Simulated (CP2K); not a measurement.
Here is a CP2K 2026.2 calculation.

File sb_scf.inp:

```
&GLOBAL
  PROJECT sb_scf
  RUN_TYPE ENERGY_FORCE
  PRINT_LEVEL LOW
&END GLOBAL
&FORCE_EVAL
  METHOD QS
  STRESS_TENSOR ANALYTICAL
  &DFT
    BASIS_SET_FILE_NAME BASIS_MOLOPT_UZH
    POTENTIAL_FILE_NAME POTENTIAL_UZH
    &MGRID
      CUTOFF 675
      REL_CUTOFF 60
      NGRIDS 4
    &END MGRID
    &QS
      METHOD GPW
      EPS_DEFAULT 1.0E-10
    &END QS
    &KPOINTS
      SCHEME MONKHORST-PACK 8 8 8
      GAMMA_CENTERED T
      SYMMETRY T
      SYMMETRY_BACKEND SPGLIB
    &END KPOINTS
    &SCF
      SCF_GUESS ATOMIC
      EPS_SCF 1.0E-6
      MAX_SCF 100
      ADDED_MOS 10
      CHOLESKY OFF
      EPS_EIGVAL 1.0E-7
      &DIAGONALIZATION ON
        ALGORITHM STANDARD
      &END DIAGONALIZATION
      &MIXING ON
        METHOD BROYDEN_MIXING
        ALPHA 0.4
        BETA 1.5
        NBUFFER 8
      &END MIXING
      &SMEAR ON
        METHOD FERMI_DIRAC
        ELECTRONIC_TEMPERATURE 580.23
      &END SMEAR
    &END SCF
    &XC
      &XC_FUNCTIONAL
        &GGA_X_LV_RPW86
        &END GGA_X_LV_RPW86
        &LDA_C_PW
        &END LDA_C_PW
      &END XC_FUNCTIONAL
      &VDW_POTENTIAL
        POTENTIAL_TYPE NON_LOCAL
        &NON_LOCAL
          TYPE DRSLL
          KERNEL_FILE_NAME vdW_kernel_table.dat
          CUTOFF 300
        &END NON_LOCAL
      &END VDW_POTENTIAL
    &END XC
    &PRINT
      &KPOINTS ON
      &END KPOINTS
      &MULLIKEN ON
      &END MULLIKEN
      &MO ON
        ENERGIES T
        OCCUPATION_NUMBERS T
        &EACH
          QS_SCF 0
        &END EACH
        ADD_LAST NUMERIC
      &END MO
    &END PRINT
  &END DFT
  &SUBSYS
    &CELL
      ABC 4.5066618304 4.5066618304 4.5066618304
      ALPHA_BETA_GAMMA 57.1101731736 57.1101731728 57.1101731727
      PERIODIC XYZ
    &END CELL
    &COORD
      SCALED
      Sb  0.7665100000 0.7665100000 0.7665100000
      Sb  0.2334900000 0.2334900000 0.2334900000
    &END COORD
    &KIND Sb
      BASIS_SET TZVP-MOLOPT-PBE-GTH-q5
      POTENTIAL GTH-PBE-q5
    &END KIND
    &PRINT
      &ATOMIC_COORDINATES ON
      &END ATOMIC_COORDINATES
      &CELL ON
      &END CELL
    &END PRINT
  &END SUBSYS
  &PRINT
    &FORCES ON
    &END FORCES
    &STRESS_TENSOR ON
    &END STRESS_TENSOR
  &END PRINT
&END FORCE_EVAL
```

Potentials or basis: POTENTIAL_UZH Sb GTH-PBE-q5; TZVP-MOLOPT-PBE-GTH basis.

The run is started by

```sh
$ OMP_NUM_THREADS=1 cp2k.psmp -i sb_scf.inp -o sb_scf.out
```

Problem. Predict the largest force.

Solution. 0.283 eV/Å.

Problem. Predict the pressure.

Solution. 3.4 GPa.

Stress tensor (GPa, compression positive):
```
 3.24 -0.21 -0.14
-0.21  3.51 -0.08
-0.14 -0.08  3.57
```

Caveat: the potentials were made for another functional, which shifts forces and pressure; the basis of atomic orbitals isn't converged, which shifts pressures, moduli and gaps. The run has no spin-orbit coupling, so splittings on Sb are missing.
